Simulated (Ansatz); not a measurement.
Space group Pnma (No. 62). a = 5.154 Å, b = 3.375 Å, c = 5.620 Å, α = 90.00°, β = 90.00°, γ = 90.00°
```
atom site symmetry x y z
  Si    4c       .m.  0.3212  0.7500  0.0841
  Ni    4c       .m.  0.0082  0.2500  0.1885
```

Equation of state of this SiNi structure (not necessarily the ground state), with shape and atoms relaxed at each volume where symmetry leaves them free. It has no gap at any of these volumes. Computed with Ansatz 0.2.0, DFT PBE, scalar-relativistic, plane waves, PAW.

Plane waves to 420 eV, a k mesh through Γ of 8×10×6 on the computed 8-atom cell and Gaussian smearing (0.10 eV); no spin polarisation.

```csv
V (Å³/atom),E − E(largest V) (meV/atom),P (GPa)
10.755,61.26,27.06
11.121,8.00,19.27
11.488,-27.40,11.81
11.855,-46.90,5.42
12.221,-52.89,0.00
12.588,-47.45,-4.57
12.954,-32.39,-8.42
13.443,0.00,-12.60
```

Q: Fit a third-order Birch–Murnaghan equation to E(V).

A: V0 = 12.22 Å³/atom, B0 = 165 GPa, B0' = 4.3.